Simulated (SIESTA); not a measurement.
SiO2 under changes of volume

One of the cells (8.205 Å³/atom); the others are scaled copies at fixed shape and fractional positions:

```
Si O
1.0
     4.26120    0.00000    0.00000
     0.00000    4.26120    0.00000
     0.00000    0.00000    2.71133
Si O
2 4
Direct
  0.00000 0.00000 0.00000
  0.50000 0.50000 0.50000
  0.80684 0.19316 0.50000
  0.30684 0.30684 0.00000
  0.19316 0.80684 0.50000
  0.69316 0.69316 0.00000
```

The cell comes from a database or a generator and needn't be the stable form of this composition.

| Property | Result |
| --- | --- |
| Program | SIESTA 5.4.2 |
| Functional | PBE |
| Potentials or basis | PseudoDojo 0.4 standard (PBE files) |
| Basis | DZP (energy shift 0.003 Ry) |
| Grid cutoff | 800 Ry |
| Energy shift | 0.003 Ry |
| k mesh | 6 × 6 × 10 |
| Occupations | fermi-dirac, width 0.05 eV |
| Spin | no spin polarisation |

```tsv
volume (Å³/atom)	energy over the lowest point (meV/atom)	pressure (GPa)	gap on the mesh (eV)	largest force (eV/Å)
7.562	?	?	?	?
7.723	17.23	15.7	5.67	0.332
7.884	5.05	8.7	5.30	0.186
8.205	0.00	-3.4	4.60	0.085
8.366	6.08	-8.6	4.27	0.207
8.527	17.05	-13.1	3.96	0.316
```

Q: What does the run at 7.562 Å³/atom give?

A: Energy over the lowest point 36.80 meV/atom; pressure 23.4 GPa; gap on the mesh 6.06 eV; largest force 0.487 eV/Å.

Worked out: A Birch-Murnaghan fit of order 3 (a polynomial in V^(-2/3)) to the other rows has its minimum at 8.11 Å³/atom with B0 = V·E''(V) = 292 GPa and B' = 3.9 at fixed shape and positions, which overstates the stiffness. It gives 36.80 meV/atom at 7.562 Å³/atom, against the run's 36.80, and -dE/dV = 23.4 GPa, against 23.4. A straight line through the other rows of the gap, of slope -17.3 eV per unit of ln V (its deformation potential), extrapolates to 6.03 eV, against the run's 6.06.

Energies are extrapolated to zero smearing.

Caveats: the basis of atomic orbitals isn't converged, which shifts pressures, moduli and gaps.

A mesh can miss the band edges.
